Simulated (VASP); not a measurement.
A run of VASP 6.6.1:

File INCAR:

```
SYSTEM = MgSe
ALGO = Normal
EDIFF = 1E-6
ENCUT = 520
GGA = PS
GGA_COMPAT = .FALSE.
ISIF = 2
ISMEAR = 0
LASPH = .TRUE.
LCHARG = .TRUE.
LORBIT = 11
LORBMOM = .TRUE.
LREAL = .FALSE.
LSORBIT = .TRUE.
LVHAR = .TRUE.
LWAVE = .FALSE.
MAGMOM = 0 0 0 0 0 0
NBANDS = 20
NELM = 150
PREC = Accurate
SIGMA = 0.01
```

KPOINTS

```
k-points
0
G
  8 8 8
  0 0 0
```

File POSCAR:

```
MgSe
1.0
    2.7255000000      2.7255000000      0.0000000000
   -2.7255000000      2.7255000000      0.0000000000
    0.0000000000      2.7255000000      2.7255000000
Mg Se
1 1
Direct
    0.0000000000      0.0000000000      0.0000000000
    0.5000000000      0.5000000000      0.0000000000
```

Potentials or basis: VASP PAW PBE potentials, release 64 (Mg, Se).

Launch:

```bash
$ cat potpaw_PBE.64/Mg/POTCAR potpaw_PBE.64/Se/POTCAR > POTCAR
$ mpirun -np 1 vasp_ncl > vasp.out
```

Hardware: 1 thread of Intel(R) Xeon(R) 6975P-C (Granite Rapids), on a shared host.

Question: Estimate the wall time of this run.

Answer: It took 36 s on 1 thread of Intel(R) Xeon(R) 6975P-C (Granite Rapids) (shared host), peak memory 0.27 GiB. Counts: scf iterations 12, k points 29.
